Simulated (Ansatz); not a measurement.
# Co: the cost of one run

Program: Ansatz 0.2.0. Level of theory: DFT PBE, scalar-relativistic, plane waves, PAW. These are calculated values, not measurements.

## (1) The starting structure

Symmetry: P3m1, No. 156, trigonal system. The conventional cell has a = 2.487 Å, b = 2.487 Å, c = 28.127 Å, α = 90.00°, β = 90.00°, γ = 120.00°. Around Co (site symmetry 3m) lie 9 Co at 2.42 to 2.49 Å. Co (site symmetry 3m) has 12 Co at 2.42 to 2.55 Å as nearest neighbours. Around Co (site symmetry 3m) lie 9 Co at 2.49 to 2.55 Å.

Coordinates:

```
CELL_PARAMETERS angstrom
2.48736 0.00000 0.00000
-1.24368 2.15412 0.00000
0.00000 0.00000 28.12658
ATOMIC_POSITIONS crystal
Co 0.66667 0.33333 0.35554
Co 0.33333 0.66667 0.42492
Co 0.66667 0.33333 0.50000
Co 0.33333 0.66667 0.56938
Co 0.66667 0.33333 0.64446
```

Slab cut from the bulk at the bulk's listed lattice constants, lower half held.

## (2) Relaxing the atoms

input.yaml reads:

```yaml
crystal:
  lattice:
    - [2.48736487, 0.0, 0.0]
    - [-1.24368244, 2.15412117, 0.0]
    - [0.0, 0.0, 28.1265788679]
  atoms:
    - { symbol: Co, position: [0.66666667, 0.33333334, 0.3555355967], spin: 3.0 }
    - { symbol: Co, position: [0.33333333, 0.66666666, 0.4249186656], spin: 3.0 }
    - { symbol: Co, position: [0.66666667, 0.33333334, 0.5], spin: 3.0 }
    - { symbol: Co, position: [0.33333333, 0.66666666, 0.5693830782], spin: 3.0 }
    - { symbol: Co, position: [0.66666667, 0.33333334, 0.6444644033], spin: 3.0 }
basis:
  ecutwfc: 420.0
  fft_grid_basis: typed
kpoints:
  mp_grid: { grid: [12, 12, 1] }
hamiltonian:
  xc: pbe
  pseudopotentials: { kind: paw }
scf:
  occupations: { method: gaussian, width: 0.1 }
output:
  forces: true
  eigenvalues: true
  populations: true
efield:
  axis: 3
  dipole_correction: true
  ramp_width: 0.04
magnetization:
  spin_polarized: true
relax:
  adjacent_minimum: "off"
  f_tol: 0.04
  max_steps: 40
  constraints: [{ sites: [0, 1] }]
```

Run with:

```
ansatz run input.yaml --threads 2 --pin off --max-ram 4423MiB --backend cpu --events-out ev --progress --plain --runs-dir out
```

What time and memory should one allow on 2 threads of AMD EPYC 9R45 (Zen 5), shared host?

About 38 s, with a peak of 0.62 GiB.
